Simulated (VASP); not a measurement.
# Sn2Ge (P-3m1) in VASP: a series of runs

One crystal, Sn2Ge, is run at these levels: PBE; tasks: relaxation of cell and atoms.

All numbers are computed with VASP 6.6.1; they aren't measurements. Logs are shortened: lines on timing, memory, paths and dates and some standing lists are left out, and cuts for length are marked.

### Step 1. The structure

Symmetry: P-3m1, No. 164, trigonal system. Conventional cell: a = 4.259 Å, b = 4.259 Å, c = 5.081 Å, α = 90.00°, β = 90.00°, γ = 120.00°. Sn (site symmetry 3m) is surrounded by 3 Ge at 2.85 Å. Around Ge (site symmetry -3m) lie 6 Sn at 2.85 Å.

The cell was built by a generator and needn't be a form met in nature.

### Step 2. Relaxation of cell and atoms, PBE

Contents of INCAR:

```
SYSTEM = Sn2Ge
PREC     = Accurate       ! precision mode
ENCUT    = 520            ! plane-wave cutoff, eV
EDIFF    = 1E-6           ! SCF threshold, eV
ISMEAR   = 0              ! smearing method
SIGMA    = 0.1            ! smearing width, eV
LREAL    = .FALSE.        ! projectors in reciprocal space
LASPH    = .TRUE.         ! aspherical terms in the spheres
NELM     = 120            ! most SCF steps
ALGO     = Normal         ! electronic algorithm
ISIF     = 3              ! what is computed and relaxed
LWAVE    = .FALSE.        ! write WAVECAR
LCHARG   = .FALSE.        ! write CHGCAR
GGA      = PE             ! functional
IBRION   = 2              ! ionic algorithm
NSW      = 90             ! ionic steps
EDIFFG   = -0.01          ! ionic threshold
KPAR     = 4
```

Contents of KPOINTS:

```
regular mesh
0
G
  10 10 8
  0 0 0
```

Contents of POSCAR:

```
Sn2Ge
1.0
    4.2593838600      0.0000000000      0.0000000000
   -2.1296919300      3.6887346300      0.0000000000
    0.0000000000      0.0000000000      5.0810000000
Sn Ge
2 1
Direct
    0.3333333300      0.6666666700      0.2149183200
    0.6666666700      0.3333333300      0.7850816800
    0.0000000000      0.0000000000      0.5000000000
```

Potentials or basis: VASP PAW PBE potentials, release 64 (Sn_d, Ge_d).

Command:

```
$ cat potpaw_PBE.64/Sn_d/POTCAR potpaw_PBE.64/Ge_d/POTCAR > POTCAR
$ mpirun -np 4 vasp_std > vasp.out
```

OUTCAR:

```text
SYSTEM = Sn2Ge
   PREC = Accurate
   ENCUT = 520
   EDIFF = 1E-6
   ISMEAR = 0
   LREAL = .FALSE.
   LASPH = .TRUE.
   NELM = 120
   ISIF = 3
   GGA = PE
   IBRION = 2
   NSW = 90
   EDIFFG = -0.01

 ion  position               nearest neighbor table
   1  0.333  0.667  0.215-   3 2.85   3 2.85   3 2.85   2 3.29   2 3.29   2 3.29
   2  0.667  0.333  0.785-   3 2.85   3 2.85   3 2.85   1 3.29   1 3.29   1 3.29
   3  0.000  0.000  0.500-   1 2.85   2 2.85   2 2.85   1 2.85   2 2.85   1 2.85

  LATTYP: Found a hexagonal cell.
 ALAT       =     4.2593838600
 C/A-ratio  =     1.1928955377

  Lattice vectors:

 A1 = (   4.2593838600,   0.0000000000,   0.0000000000)
 A2 = (  -2.1296919300,   3.6887346300,   0.0000000000)
 A3 = (   0.0000000000,   0.0000000000,   5.0810000000)

Analysis of symmetry for initial positions (statically):
=====================================================================
 Subroutine PRICEL returns:
 Original cell was already a primitive cell.

 Routine SETGRP: Setting up the symmetry group for a
 hexagonal supercell.

 Subroutine GETGRP returns: Found 12 space group operations
 (whereof 12 operations were pure point group operations)
 out of a pool of 24 trial point group operations.

The static configuration has the point symmetry D_3d.

Analysis of symmetry for dynamics (positions and initial velocities):
=====================================================================
 Subroutine PRICEL returns:
 Original cell was already a primitive cell.

 Routine SETGRP: Setting up the symmetry group for a
 hexagonal supercell.

 Subroutine GETGRP returns: Found 12 space group operations
 (whereof 12 operations were pure point group operations)
 out of a pool of 24 trial point group operations.

The dynamic configuration has the point symmetry D_3d.

 Subroutine INISYM returns: Found 12 space group operations
 (whereof 12 operations are pure point group operations),
 and found     1 'primitive' translations

----------------------------------------------------------------------------------------

                                     Primitive cell

  volume of cell :      79.8313

  direct lattice vectors                    reciprocal lattice vectors
     4.259383860  0.000000000  0.000000000     0.234775741  0.135547837  0.000000000
    -2.129691930  3.688734630  0.000000000     0.000000000  0.271095674  0.000000000
[... 105 lines left out ...]
   IMIX   =      4    mixing-type and parameters
     AMIX     =   0.40;   BMIX     =  1.00
     AMIX_MAG =   1.60;   BMIX_MAG =  1.00
  volume/ion in A,a.u.               =      26.61       179.58
  Fermi-wavevector in a.u.,A,eV,Ry     =   1.321600  2.497462 23.764308  1.746627
  Thomas-Fermi vector in A             =   2.451342
   LORBIT       =      0    0 simple, 1 ext, 2 COOP (PROOUT), +10 PAW based schemes
   GGA     = PE    functional components
   LHFCALC =     F    Hartree Fock is set to
   AEXX    =    0.0000 exact exchange contribution
   IVDW    =     0    specifies the selected vdW correction
   LEPSILON=     F    determine dielectric tensor
   LRPA    =     F    only Hartree local field effects (RPA)
 conjugate gradient relaxation of ions
 non-spin polarized calculation
 Gauss-broadening in eV      SIGMA  =   0.10
  energy-cutoff  :      520.00
  volume of cell :       79.83
 maximum number of plane-waves:      2173
   NGX = 15   NGY = 15   NGZ = 19

--------------------------------------- Ionic step        1  -------------------------------------------

 number of electron      42.0000019 magnetization

 Free energy of the ion-electron system (eV)
  ---------------------------------------------------
  ext. energy  EPLUGINS =         0.00000000
  ---------------------------------------------------
  free energy    TOTEN  =       -11.83640319 eV

  energy without entropy =      -11.82563125  energy(sigma->0) =      -11.83101722

------------------------ aborting loop because EDIFF is reached ----------------------------------------

  FORCE on cell =-STRESS in cart. coord.  units (eV):
  Direction    XX          YY          ZZ          XY          YZ          ZX
  --------------------------------------------------------------------------------------
  -------------------------------------------------------------------------------------
  Total       -0.2186321     -0.2186321      0.4049787      0.0000000     -0.0000000      0.0000000
  in kB       -4.3878427     -4.3878427      8.1277319      0.0000000     -0.0000000      0.0000000
  external PRESSURE =      -0.2159845 kB  Pullay stress =       0.0000000 kB
[... 92 lines left out ...]
  FREE ENERGIE OF THE ION-ELECTRON SYSTEM (eV)
  ---------------------------------------------------
  free  energy   TOTEN  =       -11.8583857370 eV

  energy  without entropy=      -11.8513686808  energy(sigma->0) =      -11.85487721

[... ionic steps 4 to 14 ...]

--------------------------------------- Ionic step       15  -------------------------------------------

 number of electron      41.9999999 magnetization

------------------------ aborting loop because EDIFF is reached ----------------------------------------
[... 69 lines left out ...]
--------------------------------------- Ionic step       17  -------------------------------------------

 number of electron      41.9999997 magnetization

 Free energy of the ion-electron system (eV)
  ---------------------------------------------------
  ext. energy  EPLUGINS =         0.00000000
  ---------------------------------------------------
  free energy    TOTEN  =       -11.86830129 eV

  energy without entropy =      -11.86223659  energy(sigma->0) =      -11.86526894

 E-fermi :   6.7597     XC(G=0): -10.1564

 val. band max:        6.7383493070   @ k =   0.2000  -0.0000   0.3750
 cond. band min:       6.7805997021   @ k =   0.1000   0.1000   0.5000
 fundamental gap:      0.0422503950
 Fermi energy:         6.7597219659

 k-point     1 :       0.0000    0.0000    0.0000
  band No.  band energies     occupation
      1     -17.6280      2.00000
      2     -17.6280      2.00000
      3     -17.6074      2.00000
      4     -17.6051      2.00000
      5     -17.6051      2.00000
      6     -14.7370      2.00000
[... 661 lines left out ...]
     24       9.2922      0.00000
     25      10.4750      0.00000

 [... further k-points ...]
[... 5 lines left out ...]
  --------------------------------------------------------------------------------------
  -------------------------------------------------------------------------------------
  Total        0.0183282      0.0183282      0.0134893      0.0000000      0.0000000      0.0000000
  in kB        0.3735169      0.3735169      0.2749033      0.0000000      0.0000000      0.0000000
  external PRESSURE =       0.3406457 kB  Pullay stress =       0.0000000 kB
[... 18 lines left out ...]
  FREE ENERGIE OF THE ION-ELECTRON SYSTEM (eV)
  ---------------------------------------------------
  free  energy   TOTEN  =       -11.8683012909 eV

  energy  without entropy=      -11.8622365919  energy(sigma->0) =      -11.86526894

 reached required accuracy - stopping structural energy minimisation
```

Wall time 6.3 min (4 MPI ranks of Intel Xeon Platinum 8488C (Sapphire Rapids), shared host); peak memory 0.32 GiB.

Results:

* Free energy: -11.8683 eV
* Relaxed volume: 26.21 Å³/atom
* Relaxed cell: a = 4.098 Å, b = 4.098 Å, c = 5.404 Å, α = 90.00°, β = 90.00°, γ = 120.00°
* Space group after relaxing (to 0.05 Å): P-3m1 (No. 164)
* Energy gained by relaxing: 10.6 meV/atom
* Ionic steps: 17
* Pressure after relaxing: 0.0 GPa
* Band gap on the k mesh: none (metal or under the smearing width)

The path:
```tsv
step	energy change (eV)	largest force (eV/Å)	pressure (GPa)	volume (Å³)
1	0.0000	0.2387	-0.02	79.83
2	-0.0090	0.1903	-0.17	79.79
3	-0.0220	0.0376	-0.43	79.66
4	-0.0238	0.0062	-0.45	79.59
5	-0.0248	0.0424	-0.51	79.52
6	-0.0258	0.0076	0.79	77.65
7	-0.0270	0.0107	0.16	78.41
8	-0.0289	0.0017	0.23	78.32
9	-0.0308	0.0258	0.35	78.03
10	-0.0312	0.0189	0.34	78.15
11	-0.0313	0.0209	0.38	78.11
12	-0.0312	0.0076	-0.28	78.98
13	-0.0318	0.0081	0.07	78.53
14	-0.0318	0.0066	0.04	78.54
15	-0.0319	0.0033	0.08	78.58
16	-0.0319	0.0038	-0.07	78.66
17	-0.0319	0.0015	0.03	78.62
```

Final structure:
```yaml
crystal:
  lattice:
    - [4.09847, 0.00000, 0.00000]
    - [-2.04924, 3.54938, 0.00000]
    - [0.00000, 0.00000, 5.40438]
  atoms:
    - { symbol: Sn, position: [0.33333, 0.66667, 0.20175] }
    - { symbol: Sn, position: [0.66667, 0.33333, 0.79825] }
    - { symbol: Ge, position: [0.00000, 0.00000, 0.50000] }
```

Levels at points of the mesh, in eV from the Fermi level:
```tsv
k point	band 18	band 19	band 20	band 21	band 22	band 23	band 24	band 25
(0.00, 0.00, 0.00)	-6.09	0.32	0.32	1.31	1.31	1.55	3.00	5.65
(0.50, 0.00, 0.00)	-4.70	-2.52	-2.15	-2.03	-1.47	2.59	3.33	3.94
(0.00, 0.00, 0.50)	-1.24	-0.37	0.26	0.26	2.62	2.62	3.18	3.18
(0.50, 0.00, 0.50)	-6.82	-4.73	-1.16	-0.10	0.22	0.37	4.06	4.87
```

### Step 3. Relaxation of cell and atoms, PBE

This run uses another cell than the first one, of 26.21 Å³/atom, 0.985 times its volume.

Edit INCAR of step 2 so:

```diff
@@ -3,3 +3,3 @@
 ENCUT    = 520            ! plane-wave cutoff, eV
-EDIFF    = 1E-6           ! SCF threshold, eV
+EDIFF    = 1E-7           ! SCF threshold, eV
 ISMEAR   = 0              ! smearing method
@@ -15,4 +15,5 @@
 IBRION   = 2              ! ionic algorithm
-NSW      = 90             ! ionic steps
-EDIFFG   = -0.01          ! ionic threshold
+NSW      = 60             ! ionic steps
+EDIFFG   = -0.005         ! ionic threshold
+POTIM    = 0.3            ! step
 KPAR     = 4
```

KPOINTS is that of step 2.

Contents of POSCAR:

```
Sn2Ge                                   
1.0
    4.0984744065      0.0000000000     -0.0000000000
   -2.0492372032      3.5493829552     -0.0000000000
    0.0000000000      0.0000000000      5.4043795767
  Sn              Ge            
     2     1
Direct
     0.3333333300000021    0.6666666699999979    0.2017488416469315
     0.6666666699999979    0.3333333300000021    0.7982511583530685
     0.0000000000000000    0.0000000000000000    0.5000000000000000
```

Potentials or basis: VASP PAW PBE potentials, release 64 (Sn_d, Ge_d).

Command:

```
$ cat potpaw_PBE.64/Sn_d/POTCAR potpaw_PBE.64/Ge_d/POTCAR > POTCAR
$ mpirun -np 4 vasp_std > vasp.out
```

OUTCAR:

```text
SYSTEM = Sn2Ge
   PREC = Accurate
   ENCUT = 520
   EDIFF = 1E-7
   ISMEAR = 0
   LREAL = .FALSE.
   LASPH = .TRUE.
   NELM = 120
   ISIF = 3
   GGA = PE
   IBRION = 2
   NSW = 60
   EDIFFG = -0.005
   POTIM = 0.3

 ion  position               nearest neighbor table
   1  0.333  0.667  0.202-   3 2.86   3 2.86   3 2.86   2 3.22   2 3.22   2 3.22
   2  0.667  0.333  0.798-   3 2.86   3 2.86   3 2.86   1 3.22   1 3.22   1 3.22
   3  0.000  0.000  0.500-   1 2.86   2 2.86   2 2.86   1 2.86   2 2.86   1 2.86

  LATTYP: Found a hexagonal cell.
[... 864 lines left out ...]
     25      10.4750      0.00000

 [... further k-points ...]
[... 5 lines left out ...]
  --------------------------------------------------------------------------------------
  -------------------------------------------------------------------------------------
  Total       -0.0011644     -0.0011644      0.0130892     -0.0000000      0.0000000     -0.0000000
  in kB       -0.0237297     -0.0237297      0.2667488     -0.0000000      0.0000000     -0.0000000
  external PRESSURE =       0.0730964 kB  Pullay stress =       0.0000000 kB

 VOLUME and BASIS-vectors are now :
 -----------------------------------------------------------------------------
  energy-cutoff  :      520.00
  volume of cell :       78.62
      direct lattice vectors                 reciprocal lattice vectors
     4.098474407  0.000000000  0.000000000     0.243993228  0.140869556  0.000000000
    -2.049237203  3.549382955  0.000000000     0.000000000  0.281739111  0.000000000
     0.000000000  0.000000000  5.404379577     0.000000000  0.000000000  0.185035116

 POSITION                                       TOTAL-FORCE (eV/Angst)
 -----------------------------------------------------------------------------------
     -0.00000      2.36626      1.09033         0.000000      0.000000     -0.001132
      2.04924      1.18313      4.31405        -0.000000     -0.000000      0.001132
      0.00000      0.00000      2.70219         0.000000      0.000000      0.000000
 -----------------------------------------------------------------------------------
    total drift:                                0.000000      0.000000      0.000000

  FREE ENERGIE OF THE ION-ELECTRON SYSTEM (eV)
  ---------------------------------------------------
  free  energy   TOTEN  =       -11.8684208848 eV

  energy  without entropy=      -11.8623556741  energy(sigma->0) =      -11.86538828

 reached required accuracy - stopping structural energy minimisation
```

CONTCAR:

```text
Sn2Ge
   1.00000000000000
     4.0984744065000003    0.0000000000000000    0.0000000000000000
    -2.0492372032000001    3.5493829552000000    0.0000000000000000
     0.0000000000000000    0.0000000000000000    5.4043795767000002
  Sn              Ge
     2     1
Direct
     0.3333333300000021    0.6666666699999979    0.2017488416469320
     0.6666666699999979    0.3333333300000021    0.7982511583530680
     0.0000000000000000    0.0000000000000000    0.5000000000000000

  0.00000000E+00  0.00000000E+00  0.00000000E+00
  0.00000000E+00  0.00000000E+00  0.00000000E+00
  0.00000000E+00  0.00000000E+00  0.00000000E+00
```

Wall time 48 s (4 MPI ranks of Intel Xeon Platinum 8488C (Sapphire Rapids), shared host); peak memory 0.3 GiB.

Results:

```
Free energy             : -11.8684 eV
Pressure after relaxing : 0.0 GPa
Band gap on the k mesh  : none (metal or under the smearing width)
```

Final structure:
```
Sn Ge
1.0
     4.09847    0.00000    0.00000
    -2.04924    3.54938    0.00000
     0.00000    0.00000    5.40438
Sn Ge
2 1
Cartesian
  0.0000 2.3663 1.0903
  2.0492 1.1831 4.3141
  0.0000 0.0000 2.7022
```

Caveat: the relaxation stopped at its first step, so nothing moved.
